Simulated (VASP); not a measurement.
RbCl:

```
CELL_PARAMETERS angstrom
0.00000 3.27400 3.27400
3.27400 0.00000 3.27400
3.27400 3.27400 0.00000
ATOMIC_POSITIONS crystal
Rb 0.00000 0.00000 0.00000
Cl 0.50000 0.50000 0.50000
```

Base run:

* Program: VASP 6.6.1
* Functional: PBE
* Potentials or basis: VASP PAW PBE potentials, release 64 (Rb_sv, Cl)
* Cutoff: 520 eV
* k mesh: 7 × 7 × 7
* Occupations: gaussian, width 0.1 eV
* Spin: no spin polarisation

Its results: band gap on the k mesh 5.05 eV, direct; pressure 1.2 GPa.

Q: The run is repeated on the same cell with these changes: functional from PBE to RPBE. What comes out?

A: Band gap on the k mesh 5.40 eV, direct; pressure 2.6 GPa.

RPBE binds less tightly than PBE, so the same cell stands under more pressure.

Caveats: an odd mesh through Γ misses points on the zone boundary, where band edges often lie; the PAW data sets were made with another functional, which shifts forces and pressure a little (some runs).
